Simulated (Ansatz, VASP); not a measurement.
One calculation of V, two programs

File INCAR:

```
SYSTEM = V
ALGO = Normal
EDIFF = 1E-7
ENCUT = 520
GGA = PE
ISIF = 2
ISMEAR = -1
LASPH = .True.
LCHARG = .False.
LREAL = .False.
LWAVE = .False.
NBANDS = 12
NELM = 80
PREC = Accurate
SIGMA = 0.01
```

The input KPOINTS:

```
k-points
0
Gamma
  15 15 15
  0 0 0
```

File POSCAR:

```
V
1.0
   -1.4991761207      1.4991761207      1.4991761207
    1.4991761207     -1.4991761207      1.4991761207
    1.4991761207      1.4991761207     -1.4991761207
V
1
Direct
    0.0000000000      0.0000000000      0.0000000000
```

Input for Ansatz:

```yaml
crystal:
  lattice:
    - [-1.4991761207, 1.4991761207, 1.4991761207]
    - [1.4991761207, -1.4991761207, 1.4991761207]
    - [1.4991761207, 1.4991761207, -1.4991761207]
  atoms:
    - { symbol: V, position: [0.0, 0.0, 0.0] }
hamiltonian:
  xc: pbe
  pseudopotentials:
    kind: paw
    azcp:
      V: "pseudopotentials/V.paw.azcp"
basis:
  ecutwfc: 420
  fft_grid_basis: typed
kpoints:
  mp_grid: { grid: [15, 15, 15], shift: [0, 0, 0] }
magnetization:
  spin_polarized: false
scf:
  occupations: { method: fermi_dirac, width: 0.01 }
  lower_state_search: "off"
output:
  stress: true
```

Alike in both runs: task single point; functional PBE; k mesh 15 × 15 × 15; occupations fermi-dirac, width 0.01 eV; no spin polarisation.

```csv
,VASP,Ansatz
version,VASP 6.6.1,Ansatz 0.2.0
potentials or method,"VASP PAW PBE potentials, release 64 (V_sv)","plane waves (420 eV) with PAW, scalar-relativistic"
plane-wave cutoff (eV),520,420
valence electrons in the cell,13,13
```

|  | VASP | Ansatz | Ansatz less VASP |
| --- | --- | --- | --- |
| pressure (GPa) | -0.4 | -0.6 | -0.24 |
